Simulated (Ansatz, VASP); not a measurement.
# BeTe: VASP beside Ansatz

```
CELL_PARAMETERS angstrom
0.00000 2.92420 2.48557
2.92420 0.00000 2.48557
2.92420 2.92420 0.00000
ATOMIC_POSITIONS crystal
Be 0.00000 0.00000 0.00000
Te 0.75000 0.75000 0.75000
```

Alike in both runs: task single point; functional LDA; k mesh 10 × 10 × 10; occupations gaussian, width 0.05 eV; no spin polarisation.

|  | VASP | Ansatz |
| --- | --- | --- |
| version | VASP 6.6.1 | Ansatz 0.2.0 |
| potentials or method | VASP PAW LDA potentials, release 64 (Be, Te) | scalar-relativistic, plane waves, PAW |
| plane-wave cutoff (eV) | 520 | 420 |
| valence electrons in the cell | 8 | 18 |

VASP gave:

| Quantity | Value |
| --- | --- |
| gap on the k mesh at the Fermi level (eV) | 0.69 |
| least direct gap on the mesh (eV) | 3.04 |
| pressure (GPa) | 0.5 |
| largest component of the traceless stress (GPa) | 4.83 |

**Question.** What did Ansatz give for the same quantities?

**Answer.** gap on the k mesh at the Fermi level (eV): 0.71; least direct gap on the mesh (eV): 3.08; pressure (GPa): 0.2; largest component of the traceless stress (GPa): 4.86.

The two sets of potentials don't hold the same shells in valence.

Caveats: spin-orbit coupling is left out, which moves the levels of the heavy elements. A k mesh can miss the band edges. As with any semilocal functional, this LDA gap is likely too small.
